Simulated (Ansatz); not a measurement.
# The perfect armchair graphene nanoribbon (N = 16, H edges), part 2 of 3

Aim: is the armchair graphene nanoribbon (N = 16, H edges) a metal or a semiconductor?

Ansatz 0.2.0; DFT PBE, plane waves, PAW; relaxation of a wire's period (the session's first sound run).

So far. Step 2 (Relaxation of atoms and period): The cell's length comes to 4.284 Å with spin left out.

## 3. The perfect wire

This step: DFT PBE, plane waves, PAW; bands of a perfect wire (Ansatz 0.2.0).

At the relaxed period the bands are computed along the axis; those that cross an energy going forward count the channels that a perfect wire would open there.

input.yaml reads:

```yaml
crystal:
  lattice:
    - [27.3, 0.0, 0.0]
    - [0.0, 7.0, 0.0]
    - [0.0, 0.0, 4.2839806497]
  atoms:
    - { symbol: C, position: [0.162294003, 0.5, 0.006814287] }
    - { symbol: C, position: [0.251522473, 0.5, 0.999838846] }
    - { symbol: C, position: [0.341994516, 0.5, 0.999784843] }
    - { symbol: C, position: [0.432283247, 0.5, 0.000403487] }
    - { symbol: C, position: [0.522547325, 0.5, 0.999967026] }
    - { symbol: C, position: [0.612925213, 0.5, 1.2937e-05] }
    - { symbol: C, position: [0.703129706, 0.5, 0.00071121] }
    - { symbol: C, position: [0.793549644, 0.5, 0.99894315] }
    - { symbol: C, position: [0.162294003, 0.5, 0.326519046] }
    - { symbol: C, position: [0.251522473, 0.5, 0.333494487] }
    - { symbol: C, position: [0.341994516, 0.5, 0.333548491] }
    - { symbol: C, position: [0.432283247, 0.5, 0.332929847] }
    - { symbol: C, position: [0.522547325, 0.5, 0.333366307] }
    - { symbol: C, position: [0.612925213, 0.5, 0.333320396] }
    - { symbol: C, position: [0.703129706, 0.5, 0.332622124] }
    - { symbol: C, position: [0.793549644, 0.5, 0.334390183] }
    - { symbol: H, position: [0.872788035, 0.5, 0.386625656] }
    - { symbol: H, position: [0.127211965, 0.5, 0.446707677] }
    - { symbol: C, position: [0.206450356, 0.5, 0.49894315] }
    - { symbol: C, position: [0.296870294, 0.5, 0.50071121] }
    - { symbol: C, position: [0.387074787, 0.5, 0.500012937] }
    - { symbol: C, position: [0.477452675, 0.5, 0.499967026] }
    - { symbol: C, position: [0.567716753, 0.5, 0.500403487] }
    - { symbol: C, position: [0.658005484, 0.5, 0.499784843] }
    - { symbol: C, position: [0.748477527, 0.5, 0.499838846] }
    - { symbol: C, position: [0.837705997, 0.5, 0.506814287] }
    - { symbol: C, position: [0.206450356, 0.5, 0.834390183] }
    - { symbol: C, position: [0.296870294, 0.5, 0.832622124] }
    - { symbol: C, position: [0.387074787, 0.5, 0.833320396] }
    - { symbol: C, position: [0.477452675, 0.5, 0.833366307] }
    - { symbol: C, position: [0.567716753, 0.5, 0.832929847] }
    - { symbol: C, position: [0.658005484, 0.5, 0.833548491] }
    - { symbol: C, position: [0.748477527, 0.5, 0.833494487] }
    - { symbol: C, position: [0.837705997, 0.5, 0.826519046] }
    - { symbol: H, position: [0.127211965, 0.5, 0.886625656] }
    - { symbol: H, position: [0.872788035, 0.5, 0.946707677] }
kpoints:
  mp_grid: { grid: [1, 1, 19] }
  band_path: { path: ["Γ", Z], npoints: 90 }
scf:
  occupations: { method: fermi_dirac, width: 0.05 }
hamiltonian:
  xc: pbe
output:
  dos: { e_range: [-5, 4] }
  write_potential: true
  write_density: true
  volumetric_format: npy
```

On the command line:

```bash
> ansatz run input.yaml --threads 4 --pin off --max-ram 16384MiB --backend cpu --events-out ev --progress --plain --runs-dir out
```

Numbers of over 12 decimals in the logs are rounded to 6 here.

The program printed:

```text
[...]
Crystal: 36 atoms, lattice volume = 818.669 Å³
Basis set: ecut = 420 eV, 16019 PW (Γ)
Bands: 102, of which v1, the nominal top of the filled ones, is band 66 counted from 1 (65 counted from 0)
Symmetry: 8 space group operations
[...]
k-points: 10 of 19
[...]
SCF iter   1: F=—  HF=-8093.371099 eV  |F-HF|=—  |Δ(HF+E_count)|=         —  Δρ=2.65e-3  dr2=1.59e-1  ethr=1.77e-3  ⟨swp⟩=9.9  Hψ=5917  notcnv=0  defer=201
[...]
SCF iter   9: F=-8093.339433 eV  HF=-8093.339433 eV  |F-HF|=1.65e-7  |Δ(HF+E_count)|=   6.61e-7  Δρ=2.33e-6  dr2=3.42e-8  ethr=7.58e-11  ⟨swp⟩=26.2  Hψ=7613  notcnv=0
SCF 1 converged in 9 iterations: F = -8093.339433 eV  dr2 = 3.42e-8
[...]
NSCF: frozen V_eff on 91 k-points
WARN: The output density's exchange-correlation potential varies sharply where the density is thin. Do not read a vacuum level from v_tot or v_xc, or from such a field of the output density. On a cell that repeats whose density bears no net charge and no dipole along the vacuum's axis use v_es (v_loc + v_h of the components); under efield.dipole_correction with no amplitude use v_es + v_field, which holds any externa [...]
SCF converged after 9 iterations
Free energy (F): -8093.339433 eV
[...]
Internal energy: -8093.339344 eV  (E = F + TS)
E sigma→0 (E₀):  -8093.339389 eV
Entropy (-TS):   -0.000089 eV (-0.002 meV/atom)
Fermi energy:    -0.084674 eV
[...]
--- Band table (eV; the first three rows and the last of 10) ---
  k-point 0: bands = [... 62 lower, -1.3677, -1.2286, -0.5661, -0.4375, 0.2704, 0.3793, 0.9578, 1.2131, ... 32 higher]
  k-point 1: bands = [... 62 lower, -1.3905, -1.3657, -0.7744, -0.6033, 0.4264, 0.5871, 1.1032, 1.2182, ... 32 higher]
  k-point 2: bands = [... 62 lower, -1.6995, -1.4602, -1.1774, -0.9289, 0.7235, 0.9894, 1.2367, 1.4620, ... 32 higher]
  k-point 9: bands = [... 62 lower, -3.0943, -2.8703, -2.5788, -2.4862, 1.7044, 1.8105, 2.2210, 2.4850, ... 32 higher]
```

Elapsed: 2.1 min, on 4 threads of Arm Neoverse V1, shared host; peak memory 4.2 GiB.

Numbers from this step:

* band gap: 0.7079 eV

Electronic bands along the path, in eV, zero at the Fermi level; v1 is the highest filled band, c1 the lowest empty one:

| point | v4 | v3 | v2 | v1 | c1 | c2 | c3 | c4 |
| --- | --- | --- | --- | --- | --- | --- | --- | --- |
| Γ | -1.28 | -1.14 | -0.48 | -0.35 | 0.36 | 0.46 | 1.04 | 1.30 |
| halfway | -2.33 | -2.23 | -1.87 | -1.78 | 1.50 | 1.70 | 1.93 | 2.30 |
| Z | -2.90 | -2.90 | -2.45 | -2.45 | 1.84 | 1.84 | 2.43 | 2.43 |

The gap is 0.708 eV, with spin left out.

The path shows a direct gap of 0.71 eV (valence top at Γ, conduction bottom at Γ).

## 4. At a strained period, period over the relaxed period 0.96, k-mesh 1×1×15

This step: DFT PBE, plane waves, PAW; relaxation at a fixed period (Ansatz 0.2.0).

The period is set to 0.96 times the relaxed one and the atoms relax within it: strain changes bond lengths and angles, which shifts the bands against each other. Against the first PBE run of this kind, the mesh along the wire has 15 points against 19.

The cell differs from the one that the last finished run ended in (c 4.284 → 4.113 Å).

input.yaml, as its differences from that of step 3:

```diff
@@ -4,3 +4,3 @@
     - [0.0, 7.0, 0.0]
-    - [0.0, 0.0, 4.2839806497]
+    - [0.0, 0.0, 4.1126214237]
   atoms:
@@ -43,3 +43,3 @@
 kpoints:
-  mp_grid: { grid: [1, 1, 19] }
+  mp_grid: { grid: [1, 1, 15] }
   band_path: { path: ["Γ", Z], npoints: 90 }
@@ -49,6 +49,6 @@
   xc: pbe
+relax:
+  max_steps: 40
+  f_tol: 0.02
 output:
-  dos: { e_range: [-5, 4] }
-  write_potential: true
-  write_density: true
-  volumetric_format: npy
+  stress: true
```

The program printed:

```text
Warning: output.stress: scf.convergence.dr2_threshold = 1e-7 eV (the SCF's general default) is looser than the 3.6e-9 eV advised for a printed stress (1e-10 eV for each atom of the cell: 36). What an SCF threshold leaves in a stress goes as its square root, and in the free energy as the threshold itself, and one threshold admits the most on a small cell: [figures from the program's tests cut] Every solve of this run  [...]
[...]
Crystal: 36 atoms, lattice volume = 785.922 Å³
Basis set: ecut = 420 eV, 15357 PW (Γ), exchange–correlation on 384×96×60 points (8 copies of the dense FFT grid, shifted against one another)
Bands: 102, of which v1, the nominal top of the filled ones, is band 66 counted from 1 (65 counted from 0)
Symmetry: 8 space group operations
[...]
k-points: 8 of 15
[...]
SCF iter   1: F=—  HF=-8091.679557 eV  |F-HF|=—  |Δ(HF+E_count)|=         —  Δρ=2.45e-3  dr2=1.27e-1  ethr=1.77e-3  ⟨swp⟩=11.0  Hψ=5044  notcnv=0  defer=153
[...]
SCF iter   7: F=-8091.659562 eV  HF=-8091.659562 eV  |F-HF|=6.73e-7  |Δ(HF+E_count)|=   7.16e-5  Δρ=1.90e-5  dr2=2.40e-6  ethr=7.58e-9  ⟨swp⟩=4.1  Hψ=2422  notcnv=0
SCF 1 converged in 7 iterations: F = -8091.659562 eV  dr2 = 2.40e-6
[...]
relax step   1: F+E_penalty+E_count = -8091.65956237 eV  Δ(F+E_penalty+E_count) = +0.000e0 eV  max|allowed force component| = 1.751e0 eV/Å  Δτ_max = 0.0000 Å  (7 SCF iters, dr2 threshold 1.00e-5 eV, accepted)
[...]
SCF iter   7: F=-8091.840904 eV  HF=-8091.840905 eV  |F-HF|=5.03e-7  |Δ(HF+E_count)|=   6.35e-6  Δρ=1.31e-5  dr2=1.17e-6  ethr=4.14e-8  ⟨swp⟩=4.0  Hψ=2091  notcnv=0
SCF 2 converged in 7 iterations: F = -8091.840904 eV  dr2 = 1.17e-6
[...]
relax step   2: F+E_penalty+E_count = -8091.84090430 eV  Δ(F+E_penalty+E_count) = -1.813e-1 eV  max|allowed force component| = 4.406e-1 eV/Å  Δτ_max = 0.0620 Å  (7 SCF iters, dr2 threshold 1.00e-4 eV, accepted)
SCF iter   1: F=—  HF=-8091.880595 eV  |F-HF|=—  |Δ(HF+E_count)|=         —  Δρ=3.60e-3  dr2=4.62e-2  ethr=3.84e-4  ⟨swp⟩=3.5  Hψ=1744  notcnv=0  defer=233
[...]
SCF iter   6: F=-8091.868750 eV  HF=-8091.868752 eV  |F-HF|=2.06e-6  |Δ(HF+E_count)|=   2.19e-6  Δρ=1.75e-5  dr2=3.47e-6  ethr=9.19e-9  ⟨swp⟩=4.2  Hψ=2275  notcnv=0
SCF 3 converged in 6 iterations: F = -8091.868750 eV  dr2 = 3.47e-6
[...]
relax step   3: F+E_penalty+E_count = -8091.86874991 eV  Δ(F+E_penalty+E_count) = -2.785e-2 eV  max|allowed force component| = 6.627e-2 eV/Å  Δτ_max = 0.0277 Å  (6 SCF iters, dr2 threshold 1.21e-5 eV, accepted)
SCF iter   1: F=—  HF=-8091.868572 eV  |F-HF|=—  |Δ(HF+E_count)|=         —  Δρ=3.92e-4  dr2=5.76e-4  ethr=4.20e-6  ⟨swp⟩=2.2  Hψ=1501  notcnv=0  defer=235
[...]
SCF iter   6: F=-8091.869089 eV  HF=-8091.869089 eV  |F-HF|=2.55e-8  |Δ(HF+E_count)|=   3.36e-9  Δρ=1.99e-6  dr2=4.06e-8  ethr=7.58e-11  ⟨swp⟩=4.0  Hψ=2322  notcnv=0
SCF 4 converged in 6 iterations: F = -8091.869089 eV  dr2 = 4.06e-8
relax step   4: F+E_penalty+E_count = -8091.86908927 eV  Δ(F+E_penalty+E_count) = -3.394e-4 eV  max|allowed force component| = 8.957e-3 eV/Å  Δτ_max = 0.0035 Å  (6 SCF iters, accepted)
[...]
the search or the solves at the SCF's close may have found levels that the self-consistency loop had missed (the run counts none). By its estimate they hold under 1e-12 electrons; where the run keeps them, the occupations were computed again with them
the band table was solved once a step of the walk had ended and its energy, with any forces and stress, was formed, with the checks that follow a solve (6277 applications of the Hamiltonian). They found nothing against the state; the energy, forces and stress were not computed again (output.eigenvalues in the input reference)
[...]
SCF converged after 6 iterations
Free energy (F): -8091.869089 eV
[...]
Internal energy: -8091.868678 eV  (E = F + TS)
E sigma→0 (E₀):  -8091.868884 eV
Entropy (-TS):   -0.000411 eV (-0.011 meV/atom)
Fermi energy:    0.207419 eV
[...]
--- Forces (eV/Å), atoms counted from 1 ---
  atom   1  C     -0.00895697     0.00000000     0.00696719
  atom   2  C     -0.00002384     0.00000000     0.00354215
  atom   3  C     -0.00037955     0.00000000     0.00060625
  atom   4  C      0.00023506     0.00000000     0.00020184
  atom   5  C     -0.00021517     0.00000000    -0.00086525
  atom   6  C      0.00123411     0.00000000    -0.00094963
  atom   7  C     -0.00125197     0.00000000    -0.00504320
  atom   8  C      0.00159756     0.00000000    -0.00864013
  atom   9  C     -0.00895697    -0.00000000    -0.00696719
  atom  10  C     -0.00002384     0.00000000    -0.00354215
  atom  11  C     -0.00037955     0.00000000    -0.00060625
  atom  12  C      0.00023506     0.00000000    -0.00020184
  atom  13  C     -0.00021517     0.00000000     0.00086525
  atom  14  C      0.00123411     0.00000000     0.00094963
  atom  15  C     -0.00125197     0.00000000     0.00504320
  atom  16  C      0.00159756     0.00000000     0.00864013
  atom  17  H     -0.00859594     0.00000000     0.00546298
  atom  18  H      0.00859594     0.00000000    -0.00546298
  atom  19  C     -0.00159756     0.00000000    -0.00864013
  atom  20  C      0.00125197     0.00000000    -0.00504320
  atom  21  C     -0.00123411    -0.00000000    -0.00094963
  atom  22  C      0.00021517     0.00000000    -0.00086525
  atom  23  C     -0.00023506     0.00000000     0.00020184
  atom  24  C      0.00037955     0.00000000     0.00060625
  atom  25  C      0.00002384     0.00000000     0.00354215
  atom  26  C      0.00895697    -0.00000000     0.00696719
  atom  27  C     -0.00159756     0.00000000     0.00864013
  atom  28  C      0.00125197     0.00000000     0.00504320
  atom  29  C     -0.00123411    -0.00000000     0.00094963
  atom  30  C      0.00021517    -0.00000000     0.00086525
  atom  31  C     -0.00023506     0.00000000    -0.00020184
  atom  32  C      0.00037955     0.00000000    -0.00060625
  atom  33  C      0.00002384     0.00000000    -0.00354215
  atom  34  C      0.00895697     0.00000000    -0.00696719
  atom  35  H      0.00859594     0.00000000     0.00546298
  atom  36  H     -0.00859594     0.00000000    -0.00546298
  max |Σ_I F_I| component: 6.94e-18 eV/Å
--- Stress (GPa, compression-positive) ---
        0.006593       0.000000       0.000000
        0.000000       0.130619       0.000000
        0.000000       0.000000      14.831076
  P = ⅓ Tr σ = 4.9894 GPa (49.894 kbar)
--- Band table (eV; the first three rows and the last of 8) ---
  k-point 0: bands = [... 62 lower, -1.2347, -0.7183, -0.4173, -0.0587, 0.4737, 0.7721, 1.1445, 1.5931, ... 32 higher]
  k-point 1: bands = [... 62 lower, -1.4194, -0.9839, -0.5893, -0.4859, 0.8899, 0.9173, 1.4161, 1.6914, ... 32 higher]
  k-point 2: bands = [... 62 lower, -1.5427, -1.5058, -1.1005, -0.9729, 1.2273, 1.4752, 1.6684, 1.9928, ... 32 higher]
  k-point 7: bands = [... 62 lower, -3.0953, -2.7875, -2.5787, -2.4527, 1.8988, 2.0415, 2.3802, 2.7352, ... 32 higher]
--- Relaxed structure (4 steps of the walk, 4 accepted, 0 SCFs on fresh bases) ---
  F+E_penalty+E_count = -8091.86908927 eV   max|allowed force component| = 8.957e-3 eV/Å
  atoms:
    - { symbol: C, position: [0.159287, 0.5, 0.00288735] }
    - { symbol: C, position: [0.249570, 0.5, 0.998132] }
    - { symbol: C, position: [0.340771, 0.5, 0.998252] }
    - { symbol: C, position: [0.431748, 0.5, -0.00125755] }
    - { symbol: C, position: [0.522717, 0.5, 0.998363] }
    - { symbol: C, position: [0.613815, 0.5, -0.00165148] }
    - { symbol: C, position: [0.704740, 0.5, -0.000974024] }
    - { symbol: C, position: [0.795802, 0.5, 0.997214] }
    - { symbol: C, position: [0.159287, 0.5, 0.330446] }
    - { symbol: C, position: [0.249570, 0.5, 0.335202] }
    - { symbol: C, position: [0.340771, 0.5, 0.335082] }
    - { symbol: C, position: [0.431748, 0.5, 0.334591] }
    - { symbol: C, position: [0.522717, 0.5, 0.334971] }
    - { symbol: C, position: [0.613815, 0.5, 0.334985] }
    - { symbol: C, position: [0.704740, 0.5, 0.334307] }
    - { symbol: C, position: [0.795802, 0.5, 0.336120] }
    - { symbol: H, position: [0.875388, 0.5, 0.374922] }
    - { symbol: H, position: [0.124612, 0.5, 0.458411] }
    - { symbol: C, position: [0.204198, 0.5, 0.497214] }
    - { symbol: C, position: [0.295260, 0.5, 0.499026] }
    - { symbol: C, position: [0.386185, 0.5, 0.498349] }
    - { symbol: C, position: [0.477283, 0.5, 0.498363] }
    - { symbol: C, position: [0.568252, 0.5, 0.498742] }
    - { symbol: C, position: [0.659229, 0.5, 0.498252] }
    - { symbol: C, position: [0.750430, 0.5, 0.498132] }
    - { symbol: C, position: [0.840713, 0.5, 0.502887] }
    - { symbol: C, position: [0.204198, 0.5, 0.836120] }
    - { symbol: C, position: [0.295260, 0.5, 0.834307] }
    - { symbol: C, position: [0.386185, 0.5, 0.834985] }
    - { symbol: C, position: [0.477283, 0.5, 0.834971] }
    - { symbol: C, position: [0.568252, 0.5, 0.834591] }
    - { symbol: C, position: [0.659229, 0.5, 0.835082] }
    - { symbol: C, position: [0.750430, 0.5, 0.835202] }
    - { symbol: C, position: [0.840713, 0.5, 0.830446] }
    - { symbol: H, position: [0.124612, 0.5, 0.874922] }
    - { symbol: H, position: [0.875388, 0.5, 0.958411] }
```

Wall time 2.2 min (4 threads); peak memory 4.1 GiB.

The steps of the relaxation:

| step | energy less that of the first step (eV) | largest force component (eV/Å) |
| --- | --- | --- |
| 1 | 0.0000 | 1.7508 |
| 2 | -0.1813 | 0.4406 |
| 3 | -0.2092 | 0.0663 |
| 4 | -0.2095 | 0.0090 |

The run keeps the 8 symmetry operations that it works with, so distortions that break them were not tested.

The atoms that moved most (Å):

| atom | dx | dy | dz | length |
| --- | --- | --- | --- | --- |
| H18 | -0.071 | 0.000 | 0.048 | 0.086 |
| H36 | 0.071 | 0.000 | 0.048 | 0.086 |
| H35 | -0.071 | 0.000 | -0.048 | 0.086 |
| H17 | 0.071 | 0.000 | -0.048 | 0.086 |
| C9 | -0.082 | 0.000 | 0.016 | 0.084 |
| C34 | 0.082 | 0.000 | 0.016 | 0.084 |
| C1 | -0.082 | 0.000 | -0.016 | 0.084 |
| C26 | 0.082 | 0.000 | -0.016 | 0.084 |

Final coordinates:

```xyz
36
Lattice="27.3000 0.0000 0.0000 0.0000 7.0000 0.0000 0.0000 0.0000 4.1126" Properties=species:S:1:pos:R:3
C     4.3485    3.5000    0.0119
C     6.8133    3.5000    4.1049
C     9.3031    3.5000    4.1054
C    11.7867    3.5000   -0.0052
C    14.2702    3.5000    4.1059
C    16.7571    3.5000   -0.0068
C    19.2394    3.5000   -0.0040
C    21.7254    3.5000    4.1012
C     4.3485    3.5000    1.3590
C     6.8133    3.5000    1.3786
C     9.3031    3.5000    1.3781
C    11.7867    3.5000    1.3760
C    14.2702    3.5000    1.3776
C    16.7571    3.5000    1.3777
C    19.2394    3.5000    1.3749
C    21.7254    3.5000    1.3823
H    23.8981    3.5000    1.5419
H     3.4019    3.5000    1.8853
C     5.5746    3.5000    2.0449
C     8.0606    3.5000    2.0523
C    10.5429    3.5000    2.0495
C    13.0298    3.5000    2.0496
C    15.5133    3.5000    2.0511
C    17.9969    3.5000    2.0491
C    20.4867    3.5000    2.0486
C    22.9515    3.5000    2.0682
C     5.5746    3.5000    3.4386
C     8.0606    3.5000    3.4312
C    10.5429    3.5000    3.4340
C    13.0298    3.5000    3.4339
C    15.5133    3.5000    3.4324
C    17.9969    3.5000    3.4344
C    20.4867    3.5000    3.4349
C    22.9515    3.5000    3.4153
H     3.4019    3.5000    3.5982
H    23.8981    3.5000    3.9416
```

This step gave:

| Item | Value |
| --- | --- |
| energy at zero smearing | -8091.8689 eV |
| band gap | 0.5324 eV |

Electronic bands along the path, in eV, zero at the Fermi level; v1 is the highest filled band, c1 the lowest empty one:

| point | v4 | v3 | v2 | v1 | c1 | c2 | c3 | c4 |
| --- | --- | --- | --- | --- | --- | --- | --- | --- |
| Γ | -1.44 | -0.93 | -0.62 | -0.27 | 0.27 | 0.56 | 0.94 | 1.39 |
| halfway | -2.53 | -2.39 | -2.01 | -2.01 | 1.50 | 1.66 | 1.95 | 2.28 |
| Z | -3.15 | -3.15 | -2.72 | -2.72 | 1.75 | 1.75 | 2.34 | 2.34 |

The gap is 0.532 eV, against 0.708 eV under PBE at the relaxed period.

(Continued in part 3 of 3.)

[Logs are printed without paths, hosts, clocks, repeated set-up lines and the standing remarks that a program may print on its own settings, such as how far it seeks lower states.]

[Hosts, paths, dates, database ids (printed as entryN), source tags and the programs' standing remarks are cut or masked in the printed files.]
